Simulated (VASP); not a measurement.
# CoO (P-6m2) in VASP: further runs

One crystal, CoO, is run at these levels: PBE; tasks: single point.

Program: VASP 6.6.1. These are calculated values, not measurements. Logs are shortened: lines on timing, memory, paths and dates and some standing lists are left out, and cuts for length are marked.

### 1 Starting point

Symmetry: P-6m2, No. 187, hexagonal system. The conventional cell has a = 2.828 Å, b = 2.828 Å, c = 2.722 Å, α = 90.00°, β = 90.00°, γ = 120.00°. Co (site symmetry -6m2) has 6 O at 2.13 Å as nearest neighbours. O (site symmetry -6m2) has 6 Co at 2.13 Å as nearest neighbours.

The cell was built by a generator and needn't be a form met in nature.

### 2 Single point, PBE, collinear spin, ferromagnetic start

File INCAR:

```
SYSTEM = CoO
  PREC = Accurate
  ENCUT = 520
  EDIFF = 1E-6
  ISMEAR = -1
  SIGMA = 0.05
  LREAL = .FALSE.
  LASPH = .TRUE.
  NELM = 100
  ALGO = Fast
  ISIF = 2
  LWAVE = .FALSE.
  LCHARG = .FALSE.
  ISPIN = 2
  MAGMOM = 3.5 3.5 0 0
  LORBIT = 11
  LMAXMIX = 4
  GGA = PE
```

File KPOINTS:

```
Automatic mesh
0
G
  8 8 8
  0 0 0
```

File POSCAR:

```
CoO
1.0
   -1.4142300000      2.4495100000      2.7217200000
    2.8284500000      0.0000000000      2.7217200000
    1.4142200000      2.4495100000      0.0000000000
Co O
2 2
Direct
    0.2500000000      0.2500000000      0.7500000000
    0.7500000000      0.7500000000      0.2500000000
    0.8333300000      0.1666700000      0.5000000000
    0.3333300000      0.6666700000      0.0000000000
```

Potentials or basis: VASP PAW PBE potentials, release 64 (Co, O).

Launch:

```
> cat potpaw_PBE.64/Co/POTCAR potpaw_PBE.64/O/POTCAR > POTCAR
> mpirun -np 1 vasp_std > vasp.out
```

OUTCAR:

```text
SYSTEM = CoO
   PREC = Accurate
   ENCUT = 520
   EDIFF = 1E-6
   ISMEAR = -1
   LREAL = .FALSE.
   LASPH = .TRUE.
   NELM = 100
   ISIF = 2
   ISPIN = 2
   LORBIT = 11
   GGA = PE

 ion  position               nearest neighbor table
   1  0.250  0.250  0.750-   3 2.13   4 2.13   4 2.13   3 2.13   4 2.13   3 2.13   2 2.72   2 2.72
                             2 2.83   2 2.83   2 2.83   2 2.83
   2  0.750  0.750  0.250-   4 2.13   3 2.13   3 2.13   4 2.13   3 2.13   4 2.13   1 2.72   1 2.72
                             1 2.83   1 2.83   1 2.83   1 2.83
   3  0.833  0.167  0.500-   2 2.13   1 2.13   1 2.13   2 2.13   1 2.13   2 2.13
   4  0.333  0.667  0.000-   1 2.13   2 2.13   2 2.13   1 2.13   1 2.13   2 2.13

  LATTYP: Found a body centered orthorhombic cell.
 ALAT       =     2.8284478868
 B/A-ratio  =     1.7320537115
 C/A-ratio  =     1.9245325415

  Lattice vectors:

 A1 = (   1.4142300000,  -2.4495100000,  -2.7217200000)
 A2 = (  -1.4142300000,   2.4495100000,  -2.7217200000)
 A3 = (   2.8284500000,   0.0000000000,   2.7217200000)

Analysis of symmetry for initial positions (statically):
=====================================================================
 Subroutine PRICEL returns following result:

  LATTYP: Found a hexagonal cell.
 ALAT       =     2.8284478868
 C/A-ratio  =     0.9622662707

  Lattice vectors:

 A1 = (   1.4142200000,   2.4495100000,   0.0000000000)
 A2 = (  -2.8284500000,   0.0000000000,   0.0000000000)
 A3 = (   0.0000000000,   0.0000000000,   2.7217200000)

   2 primitive cells build up your supercell.

 Routine SETGRP: Setting up the symmetry group for a
 body centered orthorhombic supercell.

 Subroutine GETGRP returns: Found  4 space group operations
 (whereof  4 operations were pure point group operations)
 out of a pool of  8 trial point group operations.

The static configuration has the point symmetry C_2v.

Analysis of symmetry for dynamics (positions and initial velocities):
=====================================================================
 Subroutine PRICEL returns following result:

  LATTYP: Found a hexagonal cell.
 ALAT       =     2.8284478868
 C/A-ratio  =     0.9622662707

  Lattice vectors:

 A1 = (   1.4142200000,   2.4495100000,   0.0000000000)
 A2 = (  -2.8284500000,   0.0000000000,   0.0000000000)
 A3 = (   0.0000000000,   0.0000000000,   2.7217200000)

   2 primitive cells build up your supercell.

 Routine SETGRP: Setting up the symmetry group for a
 body centered orthorhombic supercell.

 Subroutine GETGRP returns: Found  4 space group operations
 (whereof  4 operations were pure point group operations)
 out of a pool of  8 trial point group operations.

The dynamic configuration has the point symmetry C_2v.

Analysis of structural, dynamic, and magnetic symmetry:
=====================================================================
 Subroutine PRICEL returns following result:

  LATTYP: Found a hexagonal cell.
 ALAT       =     2.8284478868
 C/A-ratio  =     0.9622662707

  Lattice vectors:

 A1 = (   1.4142200000,   2.4495100000,   0.0000000000)
 A2 = (  -2.8284500000,   0.0000000000,   0.0000000000)
 A3 = (   0.0000000000,   0.0000000000,   2.7217200000)

   2 primitive cells build up your supercell.

 Routine SETGRP: Setting up the symmetry group for a
 body centered orthorhombic supercell.

 Subroutine GETGRP returns: Found  4 space group operations
 (whereof  4 operations were pure point group operations)
 out of a pool of  8 trial point group operations.

The overall configuration has the point symmetry C_2v.

 Subroutine INISYM returns: Found  4 space group operations
 (whereof  4 operations are pure point group operations),
 and found     2 'primitive' translations

----------------------------------------------------------------------------------------

                                     Primitive cell

  volume of cell :      18.8569

  direct lattice vectors                    reciprocal lattice vectors
     1.414220000  2.449510000  0.000000000     0.000000000  0.408244914  0.000000000
    -2.828450000  0.000000000  0.000000000    -0.353550531  0.204121735  0.000000000
     0.000000000  0.000000000  2.721720000     0.000000000  0.000000000  0.367414723

  length of vectors
     2.828447887  2.828450000  2.721720000     0.408244914  0.408244609  0.367414723

  position of ions in fractional coordinates (direct lattice)
     0.000000000  0.000000000  0.500000000
     0.333330000  0.666660000  0.000000000

  ion indices of the primitive-cell ions
   primitive index   ion index
                 1           1
                 2           3

----------------------------------------------------------------------------------------

 KPOINTS: Automatic mesh

Automatic generation of k-mesh.
 Grid dimensions read from file:
 generate k-points for:    8    8    8

 Generating k-lattice:

  Cartesian coordinates                     Fractional coordinates (reciprocal lattice)
    -0.022096908  0.012757608  0.022963420     0.125000000  0.000000000  0.000000000
     0.022096908 -0.012757608  0.022963420     0.000000000  0.125000000  0.000000000
     0.022096908  0.038273006 -0.022963420     0.000000000  0.000000000  0.125000000

  Length of vectors
     0.034327082  0.034327082  0.049803765

  Shift w.r.t. Gamma in fractional coordinates (k-lattice)
     0.000000000  0.000000000  0.000000000

 Subroutine IBZKPT returns following result:
 ===========================================

 Found     95 irreducible k-points:

 Following reciprocal coordinates:
            Coordinates               Weight
  0.000000  0.000000  0.000000      1.000000
  0.125000 -0.000000 -0.000000      4.000000
  0.250000 -0.000000 -0.000000      4.000000
  0.375000  0.000000  0.000000      4.000000
  0.500000 -0.000000 -0.000000      2.000000
  0.125000  0.125000  0.000000      2.000000
[... 16 lines left out ...]
  0.125000  0.000000  0.125000      4.000000
  0.250000 -0.000000  0.125000      8.000000
 [... further k-points ...]
   k-points           NKPTS =     95   k-points in BZ     NKDIM =     95   number of bands    NBANDS=     23
   number of dos      NEDOS =    301   number of ions     NIONS =      4
   total plane-waves  NPLWV =  21600
   dimension x,y,z NGX =    30 NGY =   30 NGZ =   24
   dimension x,y,z NGXF=    60 NGYF=   60 NGZF=   48
   ions per type =               2   2
   NGX,Y,Z   is equivalent  to a cutoff of  12.71, 12.71, 14.11 a.u.
   NGXF,Y,Z  is equivalent  to a cutoff of  25.41, 25.41, 28.21 a.u.
 SYSTEM =  CoO
   PREC   = accura    normal or accurate (medium, high low for compatibility)
   ISTART =      0    job   : 0-new  1-cont  2-samecut
   ICHARG =      2    charge: 1-file 2-atom 10-const
   ISPIN  =      2    spin polarized calculation?
   LNONCOLLINEAR =      F non collinear calculations
   LSORBIT =      F    spin-orbit coupling
   LASPH  =      T    aspherical Exc in radial PAW
   ENCUT  =  520.0 eV  38.22 Ry    6.18 a.u.   7.30  7.30  5.26*2*pi/ulx,y,z
   NELM   =    100;   NELMIN=  2; NELMDL= -5     # of ELM steps
   EDIFF  = 0.1E-05   stopping-criterion for ELM
   LREAL  =      F    real-space projection
   EDIFFG = 0.1E-04   stopping-criterion for IOM
   NSW    =      0    number of steps for IOM
   IBRION =     -1    ionic relax: 0-MD 1-quasi-New 2-CG
   NFREE  =      0    steps in history (QN), initial steepest desc. (CG)
   ISIF   =      2    stress and relaxation
   ISYM   =      2    0-nonsym 1-usesym 2-fastsym
   POTIM  = 0.5000    time-step for ionic-motion
   TEBEG  =    0.0;   TEEND  =   0.0 temperature during run
   PSTRESS=    0.0 pullay stress
   NELECT =      30.0000    total number of electrons
   NUPDOWN=      -1.0000    fix difference up-down
   EMIN   =  10.00;   EMAX   =-10.00  energy-range for DOS
   EFERMI =   0.00;   METHOD = LEGACY
   ISMEAR =    -1;   SIGMA  =   0.05  broadening in eV -4-tet -1-fermi 0-gaus
   EFERMI_NEDOS =   21; number of points for ismear=-14 and -15
   IALGO  =     68    algorithm
   IMIX   =      4    mixing-type and parameters
     AMIX     =   0.40;   BMIX     =  1.00
     AMIX_MAG =   1.60;   BMIX_MAG =  1.00
  volume/ion in A,a.u.               =       9.43        63.63
  Fermi-wavevector in a.u.,A,eV,Ry     =   1.516869  2.866468 31.305547  2.300893
  Thomas-Fermi vector in A             =   2.626201
   LORBIT       =     11    0 simple, 1 ext, 2 COOP (PROOUT), +10 PAW based schemes
   GGA     = PE    functional components
   LHFCALC =     F    Hartree Fock is set to
   AEXX    =    0.0000 exact exchange contribution
   IVDW    =     0    specifies the selected vdW correction
   LEPSILON=     F    determine dielectric tensor
   LRPA    =     F    only Hartree local field effects (RPA)
 spin polarized calculation
 RMM-DIIS sequential band-by-band and
  energy-cutoff  :      520.00
  volume of cell :       37.71
 maximum number of plane-waves:      1031
 NGX is ok and might be reduce to    30
   NGX = 15   NGY = 15   NGZ = 11

 number of electron      30.0000004 magnetization       6.0010376

 Free energy of the ion-electron system (eV)
  ---------------------------------------------------
  ext. energy  EPLUGINS =         0.00000000
  ---------------------------------------------------
  free energy    TOTEN  =       -25.87677650 eV

  energy without entropy =      -25.82125908  energy(sigma->0) =      -25.84901779

 E-fermi :   8.2173     XC(G=0): -12.5729

 val. band max:        8.2125056227   @ k =   0.1250   0.0000   0.3750
 cond. band min:       8.2191280909   @ k =  -0.3750   0.2500   0.1250
 fundamental gap:      0.0066224683
 Fermi energy:         8.2173175460

 spin component 1

 k-point     1 :       0.0000    0.0000    0.0000
  band No.  band energies     occupation
      1     -12.3046      1.00000
      2     -10.5778      1.00000
      3       0.9854      1.00000
      4       1.4050      1.00000
      5       2.3823      1.00000
      6       3.2301      1.00000
[... 15 lines left out ...]
     22      19.8533      0.00000
     23      22.5830      0.00000

 k-point     2 :       0.1250   -0.0000   -0.0000
  band No.  band energies     occupation
      1     -12.2300      1.00000
      2     -10.6290      1.00000
      3       0.9383      1.00000
      4       1.5369      1.00000
      5       2.4550      1.00000
      6       3.1105      1.00000
[... 15 lines left out ...]
     22      20.4551      0.00000
     23      22.6608      0.00000
[... 544 lines left out ...]
     22      19.4076      0.00000
     23      22.4537      0.00000

 k-point    24 :       0.2500   -0.0000    0.1250
  band No.  band energies     occupation
      1     -12.0052      1.00000
      2     -10.6769      1.00000
      3       0.9226      1.00000
      4       1.5484      1.00000
      5       2.3853      1.00000
      6       2.6914      1.00000
[... 15 lines left out ...]
     22      19.9352      0.00000
     23      21.6661      0.00000

 [... further k-points ...]

 spin component 2

 k-point     1 :       0.0000    0.0000    0.0000
  band No.  band energies     occupation
      1     -11.6533      1.00000
      2      -9.8070      1.00000
      3       1.7372      1.00000
      4       2.2066      1.00000
      5       3.8918      1.00000
      6       4.5389      1.00000
[... 15 lines left out ...]
     22      20.6128      0.00000
     23      23.1308      0.00000

 k-point     2 :       0.1250   -0.0000   -0.0000
  band No.  band energies     occupation
      1     -11.5753      1.00000
      2      -9.8635      1.00000
      3       1.7184      1.00000
      4       2.2988      1.00000
      5       3.9605      1.00000
      6       4.3440      1.00000
[... 15 lines left out ...]
     22      21.1636      0.00000
     23      23.1752      0.00000
[... 544 lines left out ...]
     22      19.9935      0.00000
     23      22.9351      0.00000

 k-point    24 :       0.2500   -0.0000    0.1250
  band No.  band energies     occupation
      1     -11.3393      1.00000
      2      -9.9165      1.00000
      3       1.6417      1.00000
      4       2.5306      1.00000
      5       3.3877      1.00000
      6       3.9295      1.00000
[... 15 lines left out ...]
     22      20.5969      0.00000
     23      22.2777      0.00000

 [... further k-points ...]
[... 5 lines left out ...]
  --------------------------------------------------------------------------------------
  -------------------------------------------------------------------------------------
  Total       -0.0100479      0.0116507     -0.1391339      0.0187915      0.0000000      0.0000000
  in kB       -0.4268602      0.4949499     -5.9107483      0.7983071      0.0000000      0.0000000
  external PRESSURE =      -1.9475529 kB  Pullay stress =       0.0000000 kB

 VOLUME and BASIS-vectors are now :
 -----------------------------------------------------------------------------
  energy-cutoff  :      520.00
  volume of cell :       37.71
      direct lattice vectors                 reciprocal lattice vectors
    -1.414230000  2.449510000  2.721720000    -0.176775266  0.102060868  0.183707362
     2.828450000  0.000000000  2.721720000     0.176775266 -0.102060868  0.183707362
     1.414220000  2.449510000  0.000000000     0.176775266  0.306184047 -0.183707362

 POSITION                                       TOTAL-FORCE (eV/Angst)
 -----------------------------------------------------------------------------------
      1.41422      2.44951      1.36086        -0.001762      0.001017      0.000000
      1.41422      2.44951      4.08258        -0.001762      0.001017      0.000000
      0.00001      3.26601      2.72172         0.001762     -0.001017      0.000000
      1.41424      0.81650      2.72172         0.001762     -0.001017      0.000000
 -----------------------------------------------------------------------------------
    total drift:                               -0.000027      0.000081     -0.000000

  FREE ENERGIE OF THE ION-ELECTRON SYSTEM (eV)
  ---------------------------------------------------
  free  energy   TOTEN  =       -25.8767765025 eV

  energy  without entropy=      -25.8212590834  energy(sigma->0) =      -25.84901779

 total charge

# of ion       s       p       d       tot
------------------------------------------
    1        0.309   0.393   7.146   7.848
    2        0.309   0.393   7.146   7.848
    3        1.563   3.403   0.000   4.967
    4        1.563   3.403   0.000   4.967
--------------------------------------------------
tot          3.745   7.593  14.291  25.629

 magnetization (x)

# of ion       s       p       d       tot
------------------------------------------
    1        0.006   0.008   2.533   2.547
    2        0.006   0.008   2.533   2.547
    3        0.026   0.381   0.000   0.407
    4        0.026   0.381   0.000   0.407
--------------------------------------------------
tot          0.065   0.776   5.066   5.908
```

Wall time 2.3 min (1 thread of AMD EPYC 9R45 (Zen 5), shared host); peak memory 0.22 GiB.

What came out:

| Item | Value |
| --- | --- |
| Free energy | -25.8768 eV |
| Pressure | -0.2 GPa |
| Band gap on the k mesh | none (metal or under the smearing width) |
| Net moment | 6.00 μB per cell |
| Site moments | Co +2.55; O +0.41 μB |
| Valence electrons inside the program's atomic spheres | Co 7.85; O 4.97 |

Forces in eV/Å, atoms in the order of the input:
```
Co  -0.002  0.001  0.000
Co  -0.002  0.001  0.000
O    0.002 -0.001  0.000
O    0.002 -0.001  0.000
```

Levels at points of the mesh, in eV from the Fermi level:
Spin up:
```tsv
k point	band 14	band 15	band 16	band 17	band 18	band 19	band 20	band 21	band 22	band 23
(0.00, 0.00, 0.00)	-2.20	-2.05	-1.02	-1.01	-0.34	0.71	5.14	10.81	11.64	14.37
(0.50, 0.00, 0.00)	-2.51	-1.57	-1.57	-1.05	-1.05	4.99	4.99	11.39	11.39	13.40
(0.50, 0.50, 0.00)	-2.09	-2.08	-1.26	-1.26	-0.63	5.58	6.85	6.91	8.68	14.88
(0.00, 0.00, 0.50)	-2.11	-1.99	-1.99	-0.97	-0.97	6.57	6.57	9.66	9.66	13.03
(0.50, 0.00, 0.50)	-2.09	-2.07	-2.05	-0.63	-0.34	5.13	5.58	8.68	10.81	11.64
```
Spin down:
```tsv
k point	band 10	band 11	band 12	band 13	band 14	band 15
(0.00, 0.00, 0.00)	-1.13	0.23	0.25	0.27	0.27	0.63
(0.50, 0.00, 0.00)	-1.58	-0.36	-0.36	-0.09	-0.09	0.76
(0.50, 0.50, 0.00)	-1.00	-0.98	-0.12	0.09	0.13	0.36
(0.00, 0.00, 0.50)	-1.32	-0.09	-0.09	0.15	0.15	0.73
(0.50, 0.00, 0.50)	-1.12	0.09	0.14	0.23	0.24	0.34
```

Caveat: semilocal functionals often make such compounds metallic where correlation or magnetic order opens a gap, which also shifts bond lengths.

### 3 Single point, PBE, collinear spin, antiferromagnetic start

Edit INCAR of step 2 so:

```diff
@@ -14,3 +14,3 @@
   ISPIN = 2
-  MAGMOM = 3.5 3.5 0 0
+  MAGMOM = 3.5 -3.5 0 0
   LORBIT = 11
```

KPOINTS is that of step 2.

POSCAR is that of step 2.

Potentials or basis: VASP PAW PBE potentials, release 64 (Co, O).

Launch:

```
> cat potpaw_PBE.64/Co/POTCAR potpaw_PBE.64/O/POTCAR > POTCAR
> mpirun -np 1 vasp_std > vasp.out
```

Wall time 1.9 min (1 thread of AMD EPYC 9R45 (Zen 5), shared host); peak memory 0.2 GiB.

It converged, with:

| Item | Value |
| --- | --- |
| Free energy | -25.7744 eV |
| Pressure | 0.7 GPa |
| Largest force | 0.293 eV/Å |
| Band gap on the k mesh | none (metal or under the smearing width) |
| Net moment | 0.00 μB per cell |
| Site moments | Co +2.35, -2.35; O +0.00 μB |
| Valence electrons inside the program's atomic spheres | Co 7.86; O 4.96 |

Forces on the atoms (eV/Å):
```
Co   0.254 -0.146  0.000
Co   0.254 -0.146  0.000
O   -0.254  0.146  0.000
O   -0.254  0.146  0.000
```

Stress tensor (GPa, compression positive):
```
 3.41 -4.49  0.00
-4.49 -1.78  0.00
 0.00  0.00  0.36
```

Levels at points of the mesh, in eV from the Fermi level:
Spin up:
```csv
k point,band 13,band 14,band 15,band 16,band 17,band 18
"(0.00, 0.00, 0.00)",-1.52,-0.52,0.15,0.74,0.83,1.08
"(0.50, 0.00, 0.00)",-1.25,-0.77,-0.27,0.35,0.84,1.30
"(0.50, 0.50, 0.00)",-1.01,-0.68,-0.25,0.19,0.74,1.52
"(0.00, 0.00, 0.50)",-1.38,-0.55,-0.02,0.23,1.09,1.35
"(0.50, 0.00, 0.50)",-0.56,-0.44,-0.04,0.07,0.83,1.96
```
Spin down:
| k point | band 12 | band 13 | band 14 | band 15 | band 16 | band 17 | band 18 | band 19 |
| --- | --- | --- | --- | --- | --- | --- | --- | --- |
| (0.00, 0.00, 0.00) | -1.55 | -1.52 | -0.52 | 0.15 | 0.74 | 0.83 | 1.08 | 1.61 |
| (0.50, 0.00, 0.00) | -1.79 | -1.25 | -0.77 | -0.27 | 0.35 | 0.84 | 1.30 | 5.28 |
| (0.50, 0.50, 0.00) | -1.77 | -1.01 | -0.68 | -0.25 | 0.19 | 0.74 | 1.52 | 5.86 |
| (0.00, 0.00, 0.50) | -1.71 | -1.38 | -0.55 | -0.02 | 0.23 | 1.09 | 1.35 | 6.96 |
| (0.50, 0.00, 0.50) | -1.67 | -0.56 | -0.44 | -0.04 | 0.07 | 0.83 | 1.96 | 5.64 |

Caveat: semilocal functionals often make such compounds metallic where correlation or magnetic order opens a gap, which also shifts bond lengths.

(Part 1 of 2 ends here.)
